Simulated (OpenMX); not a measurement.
HfO2:

```
CELL_PARAMETERS angstrom
5.21946 0.00000 0.00000
0.00000 5.00476 0.00000
0.00000 0.00000 5.03269
ATOMIC_POSITIONS crystal
Hf 0.96699 0.73252 0.74144
Hf 0.53301 0.73252 0.24144
Hf 0.46699 0.26748 0.74144
Hf 0.03301 0.26748 0.24144
O 0.63213 0.92865 0.87927
O 0.86787 0.92865 0.37927
O 0.23395 0.53988 0.49229
O 0.26605 0.53988 0.99229
O 0.76605 0.46012 0.99229
O 0.73395 0.46012 0.49229
O 0.13213 0.07135 0.87927
O 0.36787 0.07135 0.37927
```

Measurements of this composition are mostly on another form, of space group No. 14.

- Program: OpenMX 3.8.5
- Task: single point
- Functional: PBE
- Potentials or basis: OpenMX 2013 PBE set, Hf7.0-s3p2d2f1, O6.0-s2p2d1, grid cutoff 400 Ry
- k mesh: 5 × 7 × 5
- Occupations: fermi-dirac, width 0.05 eV
- Spin: no spin polarisation

On this cell: pressure 5.1 GPa; largest force 0.090 eV/Å; band gap on the k mesh 4.35 eV, indirect (least direct gap 4.62 eV).

The same run follows on a disturbed copy (atoms moved at random, drawn with an rms of 0.05 Å):

```xyz
12
Lattice="5.2195 0.0000 0.0000 0.0000 5.0048 0.0000 0.0000 0.0000 5.0327" Properties=species:S:1:pos:R:3 pbc="T T T"
Hf    5.0197    3.6641    3.7182
Hf    2.7781    3.6841    1.2170
Hf    2.4454    1.3584    3.7953
Hf    0.1942    1.3100    1.2622
O     3.2763    4.6378    4.4327
O     4.5326    4.6598    1.9304
O     1.2521    2.6660    2.5159
O     1.4413    2.7087    4.9743
O     3.9913    2.2802    5.0000
O     3.8785    2.2804    2.4541
O     0.6482    0.3194    4.3952
O     1.8792    0.3641    1.9204
```

Q: What changes?

A: The energy moves by +17.4 meV/atom; pressure 5.9 GPa; largest force 1.238 eV/Å; band gap on the k mesh 4.28 eV, indirect (least direct gap 4.58 eV).

Forces in eV/Å, atoms in the order of the input:
```
Hf   0.412 -0.492  0.264
Hf   0.078 -0.318  0.235
Hf   0.066 -0.257 -0.984
Hf  -0.264  0.622 -0.773
O    0.086 -0.150  0.113
O   -0.445 -0.484 -0.088
O   -0.118  0.586 -0.450
O   -0.890 -0.138  0.777
O    0.311  0.234 -0.048
O   -0.681  0.089  0.412
O    0.621  0.887  0.599
O    0.818 -0.582 -0.054
```

Caveats: spin-orbit coupling is left out, which moves the levels of the heavy elements; an odd mesh through Γ misses points on the zone boundary, where band edges often lie; the basis of atomic orbitals isn't converged, which shifts pressures, moduli and gaps.
